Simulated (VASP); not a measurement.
# KI: single point with PBEsol

**Experimental background.**

From a printed reference work, monograph, for a bulk crystal of KI: band gap 6.32 eV.

The system is KI.

```
CELL_PARAMETERS angstrom
0.00000 3.53277 3.53277
3.53277 0.00000 3.53277
3.53277 3.53277 0.00000
ATOMIC_POSITIONS crystal
I 0.50000 0.50000 0.50000
K 0.00000 0.00000 0.00000
```

```yaml
Program: VASP 6.6.1
Task: single point
Functional: PBEsol
Potentials_or_basis: VASP PAW PBE potentials, release 64 (I, K_sv)
Cutoff: 520 eV
k_mesh: 6 × 6 × 6
Occupations: fermi-dirac, width 0.05 eV
Spin: no spin polarisation
Dipole_correction: no
Further_INCAR_settings: ALGO = Normal; EDIFF = 1e-07; NBANDS = 15
```

The pressure is -0.3 GPa and the band gap on the k mesh is 3.81 eV.

Levels at points of the mesh, in eV from the valence-band top:
| k point | band 6 | band 7 | band 8 | band 9 | band 10 | band 11 |
| --- | --- | --- | --- | --- | --- | --- |
| (0.00, 0.00, 0.00) | 0.00 | 0.00 | 0.00 | 3.81 | 6.43 | 6.43 |
| (0.50, 0.00, 0.00) | -1.35 | -0.34 | -0.34 | 5.38 | 7.61 | 8.07 |
| (0.50, 0.50, 0.00) | -1.02 | -0.37 | -0.37 | 4.83 | 5.67 | 8.07 |

It took 36 s on 1 thread of Intel Xeon 8259CL (shared host), peak memory 0.24 GiB.

A measured gap of KI is 6.32 eV (a printed reference work, monograph); the calculated 3.81 eV misses it by -2.51 eV. Spin-orbit coupling on I is left out. The value is that of PBEsol, without temperature or zero-point motion. Semilocal functionals fall short of measured gaps as a rule.

Caveat: the PAW data sets were made with another functional, which shifts forces and pressure a little; spin-orbit coupling is left out, which moves the levels of the heavy elements.
